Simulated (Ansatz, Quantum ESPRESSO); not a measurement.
This is a calculation of Tc for Quantum ESPRESSO 7.5. 

Contents of pw.in:

```
&CONTROL
  calculation = 'scf'
  prefix = 'pwscf'
  outdir = './tmp'
  pseudo_dir = './pseudo'
  tprnfor = .true.
  tstress = .true.
  disk_io = 'low'
/
&SYSTEM
  ibrav = 0
  celldm(1) = 8
  nat = 4
  ntyp = 1
  ecutwfc = 45
  ecutrho = 360
  nbnd = 40
  occupations = 'smearing'
  smearing = 'fd'
  degauss = 0.00367493
/
&ELECTRONS
  conv_thr = 8d-10
  electron_maxstep = 120
  mixing_beta = 0.5
/
ATOMIC_SPECIES
Tc    97.9072 tc_pbesol_v1.uspp.F.UPF
CELL_PARAMETERS alat
  0.6470789072307   0.0000000000000   0.0000000000000
 -0.3235394536035   0.5603867719123   0.0000000000000
  0.0000000000000   0.0000000000000   2.0715377238740
ATOMIC_POSITIONS crystal
Tc     0.6666666667    0.3333333333    0.7500000000
Tc     0.0000000000    0.0000000000    0.5000000000
Tc     0.3333333333    0.6666666667    0.2500000000
Tc     0.0000000000    0.0000000000    0.0000000000
K_POINTS automatic
11 11 3 0 0 0
```

File pp_density.in:

```
&INPUTPP
  prefix = 'pwscf'
  outdir = './tmp'
  filplot = 'density.dat'
  plot_num = 0
/
&PLOT
  nfile = 1
  filepp(1) = 'density.dat'
  iflag = 3
  output_format = 6
  fileout = 'density.cube'
/
```

pp_potential.in

```
&INPUTPP
  prefix = 'pwscf'
  outdir = './tmp'
  filplot = 'potential.dat'
  plot_num = 11
/
&PLOT
  nfile = 1
  filepp(1) = 'potential.dat'
  iflag = 3
  output_format = 6
  fileout = 'potential.cube'
/
```

Potentials or basis: GBRV 1.5 PBEsol.

The run is started by

```bash
$ OMP_NUM_THREADS=1 mpirun -n 2 pw.x -nk 2 -in pw.in > pw.out
$ OMP_NUM_THREADS=1 mpirun -n 1 pp.x -in pp_density.in > pp_density.out
$ OMP_NUM_THREADS=1 mpirun -n 1 pp.x -in pp_potential.in > pp_potential.out
```

Task: Translate it to Ansatz 0.2.0. Potentials or basis there: Ansatz PAW (files of its older set among them), cutoff 500 eV.

Result: As run (cutoffs and basis follow the program's own potentials, and thresholds, step limits or extra output files can differ):

Contents of input.yaml:

```yaml
crystal:
  lattice:
    - [2.7393552909, 0.0, 0.0]
    - [-1.3696776454, 2.3723512719, 0.0]
    - [0.0, 0.0, 8.76968444]
  atoms:
    - { symbol: Tc, position: [0.6666666667, 0.3333333333, 0.75] }
    - { symbol: Tc, position: [0.0, 0.0, 0.5] }
    - { symbol: Tc, position: [0.3333333333, 0.6666666667, 0.25] }
    - { symbol: Tc, position: [0.0, 0.0, 0.0] }
hamiltonian:
  xc: pbesol
  pseudopotentials: { kind: paw }
kpoints:
  mp_grid: { grid: [11, 11, 3] }
scf:
  occupations: { method: fermi_dirac, width: 0.05 }
output:
  forces: true
  stress: true
  eigenvalues: true
  write_density: true
  write_potential: true
  elf: true
  volumetric_format: npy
```

Potentials or basis: Ansatz PAW earlier set.

The run is started by

```console
$ ansatz run input.yaml --threads 2 --pin off --max-ram 5632MiB --backend cpu --events-out ev --progress --plain --runs-dir out
```

Both were run:

|  | Quantum ESPRESSO | Ansatz |
| --- | --- | --- |
| Pressure | -5.7 GPa | -5.3 GPa |

Ansatz's pressure holds a Pulay term of +0.02 GPa for its cutoff of 500 eV, which the other run lacks.

Ansatz's potentials were made for PBE.

Where Ansatz's input types no cutoff or centring, it takes its own default and a Γ-centred mesh.

Pressure is positive in compression.
